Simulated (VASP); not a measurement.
Write the native input for VASP 6.6.1 that does the following.

- Task: relaxation of cell and atoms
- Functional: LDA
- Potentials or basis: VASP PAW LDA potentials, release 64 (Nb_sv, As)
- Cutoff: 600 eV
- k mesh: 10 × 10 × 10
- Occupations: fermi-dirac, width 0.05 eV
- Spin: no spin polarisation
- Ladder: gaps
- Further INCAR settings: ALGO = Fast; EDIFF = 1e-06; IBRION = 2; EDIFFG = -0.02; NSW = 40; ISIF = 3

The structure of NbAs lies in POSCAR:

```
NbAs
1.0
   -1.7258500000      1.7258500000      5.8400000000
    1.7258500000     -1.7258500000      5.8400000000
    1.7258500000      1.7258500000     -5.8400000000
Nb As
2 2
Direct
    0.5000000000      0.0000000000      0.5000000000
    0.7500000000      0.7500000000      0.0000000000
    0.9160000000      0.4160000000      0.5000000000
    0.1660000000      0.1660000000      0.0000000000
```

One way to write it, as run:

INCAR

```
SYSTEM = NbAs
PREC = Accurate
ENCUT = 600
EDIFF = 1E-6
ISMEAR = -1
SIGMA = 0.05
LREAL = .False.
LASPH = .True.
NELM = 80
ALGO = Fast
ISIF = 3
LWAVE = .False.
LCHARG = .False.
GGA = CA
IBRION = 2
NSW = 40
EDIFFG = -0.02
KPAR = 2
```

KPOINTS

```
Automatic mesh
0
Gamma
  10 10 10
  0 0 0
```

Potentials or basis: VASP PAW LDA potentials, release 64 (Nb_sv, As).

Run with:

```console
$ cat potpaw_LDA.64/Nb_sv/POTCAR potpaw_LDA.64/As/POTCAR > POTCAR
$ mpirun -np 2 vasp_std > vasp.out
```

Results of the run:

The relaxed volume is 16.88 Å³/atom. The relaxed cell is a = 6.258 Å, b = 6.258 Å, c = 6.258 Å, α = 148.28°, β = 148.28°, γ = 45.48°, the space group after relaxing (to 0.05 Å) is I4_1md (No. 109) and the energy gained by relaxing is 10.6 meV/atom. The ionic steps are 8. The pressure after relaxing is -0.1 GPa and the largest force after relaxing is 0.003 eV/Å. The band gap on the k mesh is none (metal or under the smearing width).

Run time: 32 min on 2 MPI ranks on Intel(R) Xeon(R) 6975P-C (Granite Rapids), on a shared host, peak memory 0.43 GiB a rank.
